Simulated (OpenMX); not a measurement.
PtSe2 (Sudovikovite) under changes of volume

One of the cells (20.265 Å³/atom); the others are scaled copies at fixed shape and fractional positions:

```
Pt Se
1.0
     3.72400    0.00000    0.00000
    -1.86200    3.22508    0.00000
     0.00000    0.00000    5.06200
Pt Se
1 2
Direct
  0.00000 0.00000 0.00000
  0.66667 0.33333 0.75000
  0.33333 0.66667 0.25000
```

```yaml
Program: OpenMX 3.8.5
Functional: LDA
Potentials_or_basis: OpenMX 2013 LDA set, Pt7.0-s3p2d2f1, Se7.0-s3p2d2, fixed grid of 40 × 40 × 60 points
k_mesh: 9 × 9 × 5
Occupations: fermi-dirac, width 0.05 eV
Spin: no spin polarisation
```

| volume (Å³/atom) | energy over the lowest point (meV/atom) | largest force (eV/Å) |
| --- | --- | --- |
| 19.049 | 37.97 | 1.326 |
| 19.455 | ? | ? |
| 19.860 | 4.53 | 0.703 |
| 20.265 | 0.00 | 0.429 |
| 20.671 | 2.37 | 0.178 |
| 21.076 | 10.96 | 0.054 |
| 21.481 | 24.95 | 0.266 |

Q: What does the run at 19.455 Å³/atom give?

A: Energy over the lowest point 16.84 meV/atom; largest force 1.001 eV/Å.

Worked out: A Birch-Murnaghan fit of order 3 (a polynomial in V^(-2/3)) to the other rows has its minimum at 20.32 Å³/atom with B0 = V·E''(V) = 135 GPa and B' = 4.9 at fixed shape and positions, which overstates the stiffness. It gives 16.84 meV/atom at 19.455 Å³/atom, against the run's 16.84.

Energies are extrapolated to zero smearing.

Caveats: the basis of atomic orbitals isn't converged, which shifts pressures, moduli and gaps; forces of over 1 eV/Å show positions far from the minimum, so gaps and moduli don't describe the material at rest (some runs).
